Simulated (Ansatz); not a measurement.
# AlN: the cost of one run

Method: DFT PBE, scalar-relativistic, plane waves, PAW, in Ansatz 0.2.0.

2 further runs of the same task are left out: 2 set aside as unsound or not needed.

## Step 1: Starting point

The structure is hexagonal, space group P6_3mc (No. 186). The conventional cell has a = 3.130 Å, b = 3.130 Å, c = 5.018 Å, α = 90.00°, β = 90.00°, γ = 120.00°. Al (site symmetry 3m) is surrounded by 4 N at 1.90 to 1.91 Å. Around N (site symmetry 3m) lie 4 Al at 1.90 to 1.91 Å.

As a file:

```
CELL_PARAMETERS angstrom
3.13021 0.00000 0.00000
-1.56510 2.71084 0.00000
0.00000 0.00000 5.01804
ATOMIC_POSITIONS crystal
Al 0.66667 0.33333 0.49923
Al 0.33333 0.66667 0.99923
N 0.66667 0.33333 0.88077
N 0.33333 0.66667 0.38077
```

It goes back to an entry of the Materials Project.

It is the result of an earlier relaxation at this level (volume 10.65 Å³/atom; gap on the mesh: 4.03 eV).

## Step 2: Zero strain

input.yaml

```yaml
crystal:
  lattice:
    - [3.13020842, 0.0, 0.0]
    - [-1.56510421, 2.7108400109, 0.0]
    - [0.0, 0.0, 5.0180433219]
  atoms:
    - { symbol: Al, position: [0.6666666667, 0.3333333333, 0.4992342259] }
    - { symbol: Al, position: [0.3333333333, 0.6666666667, 0.9992342259] }
    - { symbol: "N", position: [0.6666666667, 0.3333333333, 0.8807657741] }
    - { symbol: "N", position: [0.3333333333, 0.6666666667, 0.3807657741] }
basis:
  ecutwfc: 420
kpoints:
  mp_grid: { grid: [12, 12, 6] }
hamiltonian:
  xc: pbe
scf:
  occupations: { method: gaussian, width: 0.02 }
output:
  forces: true
  stress: true
  eigenvalues: true
```

The run is started by

```console
$ ansatz run input.yaml --threads 1 --pin off --max-ram 2560MiB --backend cpu --events-out ev --progress --plain --runs-dir out
```

What time and memory should one allow on 1 thread of Arm Neoverse V1, shared host?

About 4 s, with a peak of 0.32 GiB.
